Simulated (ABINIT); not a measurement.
# Rh (Fm-3m) in ABINIT: equation of state

Aim: energy against volume of Rh in PBEsol, for its equilibrium volume and stiffness.

Everything below comes from runs of ABINIT 10.8.3 (patched build). Logs are shortened: lines on timing, memory, paths and dates and some standing lists are left out, and cuts for length are marked. The log counts tension as positive stress, the text compression.

**What was measured.**

From “Thermal equation of state of rhodium characterized by XRD in a resistively heated diamond anvil cell”, 2024, pmc:11535440, for a bulk crystal of Rh: bulk modulus 264 ± 1 GPa.

The results are compared with them further down.

**1. Starting point**

The structure is cubic, space group Fm-3m (No. 225). The conventional cell has a = 3.796 Å, b = 3.796 Å, c = 3.796 Å, α = 90.00°, β = 90.00°, γ = 90.00°. Rh (site symmetry m-3m) is surrounded by 12 Rh at 2.68 Å.

**2. Equation of state, PBEsol**

Input file run.abi:

```
# Datasets: one volume each
ndtset 7
getwfk -1
scalecart1 3*0.9795861087
scalecart2 3*0.9864848297
scalecart3 3*0.9932883884
scalecart4 3*1.0000000000
scalecart5 3*1.0066227096
scalecart6 3*1.0131594038
scalecart7 3*1.0196128224

# Pseudopotentials
pp_dirpath "./"
pseudos "Rh.upf"

# Structure
acell 3*1.0 Angstrom
rprim
     0.0000000000     1.8978500000     1.8978500000
     1.8978500000     0.0000000000     1.8978500000
     1.8978500000     1.8978500000     0.0000000000
ntypat 1
znucl 45
natom 1
typat 1
xred
     0.0000000000     0.0000000000     0.0000000000

# Plane-wave basis
ecut 44.0

# k points
kptopt 1
ngkpt 12 12 12
nshiftk 1
shiftk 0.0 0.0 0.0

# Exchange and correlation
ixc -116133

# Bands and occupations
nband 13
occopt 3
tsmear 0.00183747

# SCF cycle
nstep 100
tolvrs 1.0e-10

# Output
iomode 3
prtwf 1
prtden 0
prteig 0
prtebands 0
enunit 2
```

Potentials or basis: PseudoDojo NC SR PBEsol v0.4.1 standard.

Run with:

```console
abinit run.abi > log 2>&1
```

run.abo:

```text
.Version 10.8.3 of ABINIT
 DATASET    1 : space group Fm -3 m (#225); Bravais cF (face-center cubic)
================================================================================
 Values of the parameters that define the memory need for DATASET  1.
     intxc =       0    ionmov =       0      iscf =       7    lmnmax =       6
     lnmax =       6     mgfft =      30  mpssoang =       3    mqgrid =    3001
     natom =       1  nloc_mem =       1    nspden =       1   nspinor =       1
    nsppol =       1      nsym =      48    n1xccc =    2501    ntypat =       1
    occopt =       3   xclevel =       2
       mpw =        1239          nfft =       27000          nkpt =          72
================================================================================
================================================================================
[... 61 lines left out ...]
 DATASET    7 : space group Fm -3 m (#225); Bravais cF (face-center cubic)
================================================================================
 Values of the parameters that define the memory need for DATASET  7.
     intxc =       0    ionmov =       0      iscf =       7    lmnmax =       6
     lnmax =       6     mgfft =      32  mpssoang =       3    mqgrid =    3001
     natom =       1  nloc_mem =       1    nspden =       1   nspinor =       1
    nsppol =       1      nsym =      48    n1xccc =    2501    ntypat =       1
    occopt =       3   xclevel =       2
       mpw =        1381          nfft =       32768          nkpt =          72
================================================================================
================================================================================

--------------------------------------------------------------------------------
------------- Echo of variables that govern the present computation ------------
--------------------------------------------------------------------------------
 -outvars: echo values of preprocessed input variables --------
            acell      1.8897261259E+00  1.8897261259E+00  1.8897261259E+00 Bohr
              amu      1.02905500E+02
             ecut      4.40000000E+01 Hartree
           enunit           2
           getwfk          -1
                       outvar_i_n : Printing only first  50 k-points.
              ixc     -116133
           jdtset        1    2    3    4    5    6    7
                       outvar_i_n : Printing only first  50 k-points.
         kptrlatt       12    0    0      0   12    0      0    0   12
          kptrlen1     5.96210490E+01
          kptrlen2     6.00409294E+01
          kptrlen3     6.04550179E+01
          kptrlen4     6.08635101E+01
[... 36 lines left out ...]
                       1.9104189094E+00  1.9104189094E+00  0.0000000000E+00
            rprim6     0.0000000000E+00  1.9228245745E+00  1.9228245745E+00
                       1.9228245745E+00  0.0000000000E+00  1.9228245745E+00
                       1.9228245745E+00  1.9228245745E+00  0.0000000000E+00
            rprim7     0.0000000000E+00  1.9350721950E+00  1.9350721950E+00
                       1.9350721950E+00  0.0000000000E+00  1.9350721950E+00
                       1.9350721950E+00  1.9350721950E+00  0.0000000000E+00
          spgroup         225
           tolvrs      1.00000000E-10
           tsmear      1.83747000E-03 Hartree
            typat      1
                       outvars : Printing only first  50 k-points.
            znucl       45.00000

================================================================================

 chkinp: Checking input parameters for consistency, jdtset=   1.

 chkinp: Checking input parameters for consistency, jdtset=   2.
[... 29 lines left out ...]
 getcut: wavevector=  0.0000  0.0000  0.0000  ngfft=  30  30  30
         ecut(hartree)=     44.000   => boxcut(ratio)=   2.02439

--- Pseudopotential description ------------------------------------------------
- pspini: atom type   1  psp file is ./Rh.upf
12 -116133 2 -1 1568                          pspcod,pspxc,lmax,lloc,mmax
     nproj     2     2     2

   3.65704329E+02                                ecore*ucvol(ha*bohr**3)
--------------------------------------------------------------------------------

================================================================================

--- !BeginCycle
iteration_state: {dtset: 1, }
solver: {iscf: 7, nstep: 100, nline: 4, wfoptalg: 0, }
tolerances: {tolvrs: 1.00E-10, }
...
[... 984 lines left out ...]
-Cartesian components of stress tensor (GPa)         [Pressure= -1.7386E+01 GPa]
- sigma(1 1)=  1.73861134E+01  sigma(3 2)=  0.00000000E+00
- sigma(2 2)=  1.73861134E+01  sigma(3 1)=  0.00000000E+00
- sigma(3 3)=  1.73861134E+01  sigma(2 1)=  0.00000000E+00

== END DATASET(S) ==============================================================
================================================================================

 -outvars: echo values of variables after computation  --------
            acell      1.8897261259E+00  1.8897261259E+00  1.8897261259E+00 Bohr
           etotal1    -1.1721484282E+02
           etotal2    -1.1721566916E+02
           etotal3    -1.1721604528E+02
           etotal4    -1.1721602360E+02
           etotal5    -1.1721565082E+02
           etotal6    -1.1721496767E+02
           etotal7    -1.1721401124E+02
            fcart1    -0.0000000000E+00 -0.0000000000E+00 -0.0000000000E+00
            fcart2    -0.0000000000E+00 -0.0000000000E+00 -0.0000000000E+00
            fcart3    -0.0000000000E+00 -0.0000000000E+00 -0.0000000000E+00
            fcart4    -0.0000000000E+00 -0.0000000000E+00 -0.0000000000E+00
            fcart5    -0.0000000000E+00 -0.0000000000E+00 -0.0000000000E+00
            fcart6    -0.0000000000E+00 -0.0000000000E+00 -0.0000000000E+00
            fcart7    -0.0000000000E+00 -0.0000000000E+00 -0.0000000000E+00
            rprim1     0.0000000000E+00  1.8591074964E+00  1.8591074964E+00
                       1.8591074964E+00  0.0000000000E+00  1.8591074964E+00
                       1.8591074964E+00  1.8591074964E+00  0.0000000000E+00
[... 17 lines left out ...]
                       1.9350721950E+00  1.9350721950E+00  0.0000000000E+00
           strten1    -5.7463682493E-04 -5.7463682493E-04 -5.7463682493E-04
                       0.0000000000E+00  0.0000000000E+00  0.0000000000E+00
           strten2    -3.1574351034E-04 -3.1574351034E-04 -3.1574351034E-04
                       0.0000000000E+00  0.0000000000E+00  0.0000000000E+00
           strten3    -8.6732108860E-05 -8.6732108860E-05 -8.6732108860E-05
                       0.0000000000E+00  0.0000000000E+00  0.0000000000E+00
           strten4     1.1567474926E-04  1.1567474926E-04  1.1567474926E-04
                       0.0000000000E+00  0.0000000000E+00  0.0000000000E+00
           strten5     2.9436670572E-04  2.9436670572E-04  2.9436670572E-04
                       0.0000000000E+00  0.0000000000E+00  0.0000000000E+00
           strten6     4.5203390668E-04  4.5203390668E-04  4.5203390668E-04
                       0.0000000000E+00  0.0000000000E+00  0.0000000000E+00
           strten7     5.9094198411E-04  5.9094198411E-04  5.9094198411E-04
                       0.0000000000E+00  0.0000000000E+00  0.0000000000E+00
 Calculation completed.
```

It took 2.6 min on 1 thread of Arm Neoverse V2, shared host; peak memory 0.11 GiB.

Results:

- Equilibrium volume: 13.52 Å³/atom
- Bulk modulus: 297 GPa
- Pressure derivative of the bulk modulus: 5.1

Energy against volume, from the lowest point:
```csv
volume (Å³/atom),energy (meV/atom)
12.851,32.72
13.125,10.23
13.398,0.00
13.671,0.59
13.945,10.73
14.218,29.32
14.492,55.35
```

Caveat: pressures at fixed basis lie under the slope of the energies.

**3. Against experiment**

Step 2. Measured bulk modulus of Rh: 264 GPa (quoted in “Thermal equation of state of rhodium characterized by XRD in a resistively heated diamond anvil cell”, 2024, pmc:11535440). This calculation gives 297 GPa (+12.3 %). The fit is for a static lattice scaled at fixed shape and fixed fractional positions.
